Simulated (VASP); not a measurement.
# RbCl (Fm-3m) in VASP: a series of runs

One crystal, RbCl, is run at these levels: PBEsol, PBE; tasks: elastic constants.

Everything below comes from runs of VASP 6.6.1. Logs are shortened: lines on timing, memory, paths and dates and some standing lists are left out, and cuts for length are marked.

## Step 1: Starting point

The structure is cubic, space group Fm-3m (No. 225). Conventional cell: a = 6.548 Å, b = 6.548 Å, c = 6.548 Å, α = 90.00°, β = 90.00°, γ = 90.00°. Rb (site symmetry m-3m) has 6 Cl at 3.27 Å as nearest neighbours. Around Cl (site symmetry m-3m) lie 6 Rb at 3.27 Å.

## Step 2: Elastic constants, PBEsol

Input file POSCAR:

```
RbCl
1.0
    0.0000000000      3.2740000000      3.2740000000
    3.2740000000      0.0000000000      3.2740000000
    3.2740000000      3.2740000000      0.0000000000
  Rb              Cl
     1     1
Direct
     0.0000000000000000    0.0000000000000000    0.0000000000000000
     0.5000000000000000    0.5000000000000000    0.5000000000000000
```

Input file INCAR.step1:

```
SYSTEM = RbCl
PREC = Accurate ; ENCUT = 600
EDIFF = 1E-8 ; ISMEAR = 0
SIGMA = 0.03 ; LREAL = .FALSE.
LASPH = .TRUE. ; NELM = 80
ALGO = Normal ; ISIF = 3
LWAVE = .FALSE. ; LCHARG = .FALSE.
GGA = PS ; IBRION = 2
NSW = 40 ; EDIFFG = -0.002
```

Input file INCAR.step2:

```
SYSTEM = RbCl
PREC = Accurate ; ENCUT = 600
EDIFF = 1E-8 ; ISMEAR = 0
SIGMA = 0.03 ; LREAL = .FALSE.
LASPH = .TRUE. ; NELM = 80
ALGO = Normal ; ISIF = 3
LWAVE = .FALSE. ; LCHARG = .FALSE.
GGA = PS ; IBRION = 6
NFREE = 2 ; POTIM = 0.015
NSW = 1
```

Input file KPOINTS:

```
Automatic mesh
0
G
  8 8 8
  0 0 0
```

Potentials or basis: VASP PAW PBE potentials, release 64 (Rb_sv, Cl).

On the command line:

```
cat potpaw_PBE.64/Rb_sv/POTCAR potpaw_PBE.64/Cl/POTCAR > POTCAR
cp INCAR.step1 INCAR
mpirun -np 1 vasp_std > vasp.out
cp CONTCAR POSCAR
cp INCAR.step2 INCAR
mpirun -np 1 vasp_std > vasp.out
```

OUTCAR:

```text
SYSTEM = RbCl
   PREC = Accurate
   ENCUT = 600
   EDIFF = 1E-8
   ISMEAR = 0
   LREAL = .FALSE.
   LASPH = .TRUE.
   NELM = 80
   ISIF = 3
   GGA = PS
   IBRION = 6
   NFREE = 2
   POTIM = 0.015
   NSW = 1

 ion  position               nearest neighbor table
   1  0.000  0.000  0.000-   2 3.27   2 3.27   2 3.27   2 3.27   2 3.27   2 3.27
   2  0.500  0.500  0.500-   1 3.27   1 3.27   1 3.27   1 3.27   1 3.27   1 3.27

  LATTYP: Found a face centered cubic cell.
 ALAT       =     6.5486385172

  Lattice vectors:

 A1 = (   0.0000000000,   3.2743192586,   3.2743192586)
 A2 = (   3.2743192586,   0.0000000000,   3.2743192586)
 A3 = (   3.2743192586,   3.2743192586,   0.0000000000)

Analysis of symmetry for initial positions (statically):
=====================================================================
 Subroutine PRICEL returns:
 Original cell was already a primitive cell.

 Routine SETGRP: Setting up the symmetry group for a
 face centered cubic supercell.

 Subroutine GETGRP returns: Found 48 space group operations
 (whereof 48 operations were pure point group operations)
 out of a pool of 48 trial point group operations.

The static configuration has the point symmetry O_h .

Analysis of symmetry for dynamics (positions and initial velocities):
=====================================================================
 Subroutine PRICEL returns:
 Original cell was already a primitive cell.

 Routine SETGRP: Setting up the symmetry group for a
 face centered cubic supercell.

 Subroutine GETGRP returns: Found 48 space group operations
 (whereof 48 operations were pure point group operations)
 out of a pool of 48 trial point group operations.

The dynamic configuration has the point symmetry O_h .

 Subroutine INISYM returns: Found 48 space group operations
 (whereof 48 operations are pure point group operations),
 and found     1 'primitive' translations

----------------------------------------------------------------------------------------

                                     Primitive cell

  volume of cell :      70.2090

  direct lattice vectors                    reciprocal lattice vectors
     0.000000000  3.274319259  3.274319259    -0.152703497  0.152703497  0.152703497
     3.274319259  0.000000000  3.274319259     0.152703497 -0.152703497  0.152703497
     3.274319259  3.274319259  0.000000000     0.152703497  0.152703497 -0.152703497

  length of vectors
     4.630586703  4.630586703  4.630586703     0.264490215  0.264490215  0.264490215

  position of ions in fractional coordinates (direct lattice)
     0.000000000  0.000000000  0.000000000
     0.500000000  0.500000000  0.500000000

  ion indices of the primitive-cell ions
   primitive index   ion index
                 1           1
                 2           2

----------------------------------------------------------------------------------------

 KPOINTS: Automatic mesh

Automatic generation of k-mesh.
 Grid dimensions read from file:
 generate k-points for:    8    8    8

 Generating k-lattice:

  Cartesian coordinates                     Fractional coordinates (reciprocal lattice)
    -0.019087937  0.019087937  0.019087937     0.125000000  0.000000000  0.000000000
     0.019087937 -0.019087937  0.019087937     0.000000000  0.125000000  0.000000000
     0.019087937  0.019087937 -0.019087937     0.000000000  0.000000000  0.125000000

  Length of vectors
     0.033061277  0.033061277  0.033061277

  Shift w.r.t. Gamma in fractional coordinates (k-lattice)
     0.000000000  0.000000000  0.000000000

 Subroutine IBZKPT returns following result:
 ===========================================

 Found     29 irreducible k-points:

 Following reciprocal coordinates:
            Coordinates               Weight
  0.000000  0.000000  0.000000      1.000000
  0.125000  0.000000  0.000000      8.000000
[... 66 lines left out ...]
   GGA     = PS    functional components
   LHFCALC =     F    Hartree Fock is set to
   AEXX    =    0.0000 exact exchange contribution
   IVDW    =     0    specifies the selected vdW correction
   LEPSILON=     F    determine dielectric tensor
   LRPA    =     F    only Hartree local field effects (RPA)
 finite differences with symmetry
 non-spin polarized calculation
 Gauss-broadening in eV      SIGMA  =   0.03
  energy-cutoff  :      600.00
  volume of cell :       70.21
 maximum number of plane-waves:      2397
 NGX is ok and might be reduce to    40
   NGX = 19   NGY = 19   NGZ = 19

--------------------------------------- Ionic step        1  -------------------------------------------

 number of electron      16.0000000 magnetization

 Free energy of the ion-electron system (eV)
  ---------------------------------------------------
  ext. energy  EPLUGINS =         0.00000000
  ---------------------------------------------------
  free energy    TOTEN  =        -6.89460598 eV

  energy without entropy =       -6.89460598  energy(sigma->0) =       -6.89460598

------------------------ aborting loop because EDIFF is reached ----------------------------------------

  FORCE on cell =-STRESS in cart. coord.  units (eV):
  Direction    XX          YY          ZZ          XY          YZ          ZX
  --------------------------------------------------------------------------------------
  -------------------------------------------------------------------------------------
  Total        0.0019570      0.0019570      0.0019570     -0.0000000     -0.0000000      0.0000000
  in kB        0.0446592      0.0446592      0.0446592     -0.0000000     -0.0000000      0.0000000
  external PRESSURE =       0.0446592 kB  Pullay stress =       0.0000000 kB
[... 89 lines left out ...]
  FREE ENERGIE OF THE ION-ELECTRON SYSTEM (eV)
  ---------------------------------------------------
  free  energy   TOTEN  =        -6.8925137108 eV

  energy  without entropy=       -6.8925137108  energy(sigma->0) =       -6.89251371

[... ionic steps 4 to 14 ...]

--------------------------------------- Ionic step       15  -------------------------------------------

 number of electron      16.0000000 magnetization

------------------------ aborting loop because EDIFF is reached ----------------------------------------
[... 67 lines left out ...]
--------------------------------------- Ionic step       17  -------------------------------------------

 number of electron      16.0000000 magnetization

 Free energy of the ion-electron system (eV)
  ---------------------------------------------------
  ext. energy  EPLUGINS =         0.00000000
  ---------------------------------------------------
  free energy    TOTEN  =        -6.89447284 eV

  energy without entropy =       -6.89447284  energy(sigma->0) =       -6.89447284

 E-fermi :  -1.7200     XC(G=0):  -7.5890

 val. band max:       -1.8956824329   @ k =   0.0000   0.0000   0.0000
 cond. band min:       2.9912343409   @ k =   0.0000   0.0000   0.0000
 fundamental gap:      4.8869167738
 Fermi energy:        -1.7200347965

 k-point     1 :       0.0000    0.0000    0.0000
  band No.  band energies     occupation
      1     -25.7367      2.00000
      2     -13.8780      2.00000
      3      -9.7967      2.00000
      4      -9.7967      2.00000
      5      -9.7967      2.00000
      6      -1.8957      2.00000
      7      -1.8957      2.00000
      8      -1.8957      2.00000
      9       2.9912      0.00000
     10       6.0175      0.00000
     11       6.0176      0.00000
     12       6.0176      0.00000
[... 331 lines left out ...]
 k-point    24 :      -0.3750    0.2500    0.1250
  band No.  band energies     occupation
      1     -25.7165      2.00000
      2     -13.9057      2.00000
      3      -9.9033      2.00000
      4      -9.8886      2.00000
      5      -9.7868      2.00000
      6      -2.5798      2.00000
      7      -2.2084      2.00000
      8      -2.1986      2.00000
      9       5.7344      0.00000
     10       5.8826      0.00000
     11       7.8077      0.00000
     12       7.9888      0.00000

 [... further k-points ...]

------------------------ aborting loop because EDIFF is reached ----------------------------------------

  FORCE on cell =-STRESS in cart. coord.  units (eV):
  Direction    XX          YY          ZZ          XY          YZ          ZX
  --------------------------------------------------------------------------------------
  -------------------------------------------------------------------------------------
  Total        0.0038205      0.0016394      0.0016394      0.0000000      0.0000000      0.0000000
  in kB        0.0871839      0.0374118      0.0374118      0.0000000      0.0000000      0.0000000
  external PRESSURE =       0.0540025 kB  Pullay stress =       0.0000000 kB
[... 17 lines left out ...]
  FREE ENERGIE OF THE ION-ELECTRON SYSTEM (eV)
  ---------------------------------------------------
  free  energy   TOTEN  =        -6.8944728420 eV

  energy  without entropy=       -6.8944728420  energy(sigma->0) =       -6.89447284

 INTERNAL STRAIN TENSORS FROM STRAINED CELLS
 ============================================

 INTERNAL STRAIN TENSOR FOR ION    1 for displacements in x,y,z  (eV/Angst):
          X           Y           Z          XY          YZ          ZX
  --------------------------------------------------------------------------------
  x     0.00000    -0.00000    -0.00000    -0.00000    -0.00000    -0.00000
  y    -0.00000     0.00000     0.00000     0.00000     0.00000    -0.00000
  z     0.00000     0.00000    -0.00000     0.00000     0.00000     0.00000

 INTERNAL STRAIN TENSORS FROM DISPLACED ATOMS
 ============================================

 INTERNAL STRAIN TENSOR FOR ION    1 for displacements in x,y,z  (eV/Angst):
          X           Y           Z          XY          YZ          ZX
  --------------------------------------------------------------------------------
  x     0.00000     0.00000     0.00000     0.00000     0.00000     0.00000
  y     0.00000     0.00000     0.00000     0.00000     0.00000     0.00000
  z     0.00000     0.00000     0.00000     0.00000     0.00000     0.00000

 INTERNAL STRAIN TENSOR FOR ION    2 for displacements in x,y,z  (eV/Angst):
          X           Y           Z          XY          YZ          ZX
  --------------------------------------------------------------------------------
  x     0.00000     0.00000     0.00000     0.00000     0.00000     0.00000
  y     0.00000     0.00000     0.00000     0.00000     0.00000     0.00000
  z     0.00000     0.00000     0.00000     0.00000     0.00000     0.00000

 Eigenvectors and eigenvalues of the dynamical matrix
 ----------------------------------------------------

   1 f  =    3.395782 THz    21.336325 2PiTHz  113.271080 cm-1    14.043818 meV
             X         Y         Z           dx          dy          dz
      0.000000  0.000000  0.000000    -0.540908    0.000000    0.000000
      3.274319  3.274319  3.274319     0.841082    0.000000    0.000000
[... 21 lines left out ...]
   6 f/i=    0.002274 THz     0.014288 2PiTHz    0.075854 cm-1     0.009405 meV
             X         Y         Z           dx          dy          dz
      0.000000  0.000000  0.000000    -0.841082    0.000000    0.000000
      3.274319  3.274319  3.274319    -0.540908    0.000000    0.000000

--------------------------------------------------------------------------------------------------------

 ELASTIC MODULI CONTR FROM IONIC RELAXATION (kBar)
 Direction    XX          YY          ZZ          XY          YZ          ZX
 --------------------------------------------------------------------------------
 XX           0.0000      0.0000      0.0000      0.0000      0.0000      0.0000
 YY           0.0000      0.0000      0.0000      0.0000      0.0000      0.0000
 ZZ           0.0000      0.0000      0.0000      0.0000      0.0000      0.0000
 XY           0.0000      0.0000      0.0000      0.0000      0.0000      0.0000
 YZ           0.0000      0.0000      0.0000      0.0000      0.0000      0.0000
 ZX           0.0000      0.0000      0.0000      0.0000      0.0000      0.0000
 --------------------------------------------------------------------------------

 TOTAL ELASTIC MODULI (kBar)
 Direction    XX          YY          ZZ          XY          YZ          ZX
 --------------------------------------------------------------------------------
 XX         390.4531     53.8832     53.8832      0.0000      0.0000     -0.0000
 YY          53.8832    390.4531     53.8832      0.0000     -0.0000     -0.0000
 ZZ          53.8832     53.8832    390.4531      0.0000      0.0000      0.0000
 XY           0.0000      0.0000      0.0000     51.0487      0.0000      0.0000
 YZ           0.0000     -0.0000      0.0000      0.0000     51.0487      0.0000
 ZX          -0.0000     -0.0000      0.0000      0.0000      0.0000     51.0487
 --------------------------------------------------------------------------------
```

It took 16 min on 1 thread of Intel Xeon Platinum 8375C at 2.90GHz (Ice Lake), shared host; peak memory 0.43 GiB.

Results:

```yaml
Elastic_constants_C11_C12_C44: 39, 5, 5 GPa
Voigt_bulk_modulus: 17 GPa
Highest_phonon_frequency_at_Γ_LO-TO_splitting_left_out: 113 cm⁻¹
```

Phonon frequencies in cm⁻¹ (negative: imaginary):
```tsv
q point	frequencies
(0.000, 0.000, 0.000)	0 0 0 113 113 113
```

Elastic tensor in Voigt notation (GPa, in the Cartesian axes of the cell as first typed):
```
39  5  5  0  0  0
 5 39  5  0  0  0
 5  5 39  0  0  0
 0  0  0  5  0  0
 0  0  0  0  5  0
 0  0  0  0  0  5
```

Clamped-ion elastic tensor (GPa):
```
39  5  5  0  0  0
 5 39  5  0  0  0
 5  5 39  0  0  0
 0  0  0  5  0  0
 0  0  0  0  5  0
 0  0  0  0  0  5
```

Caveat: the PAW data sets were made with another functional, which shifts forces and pressure a little.

(Continued in part 2 of 2.)
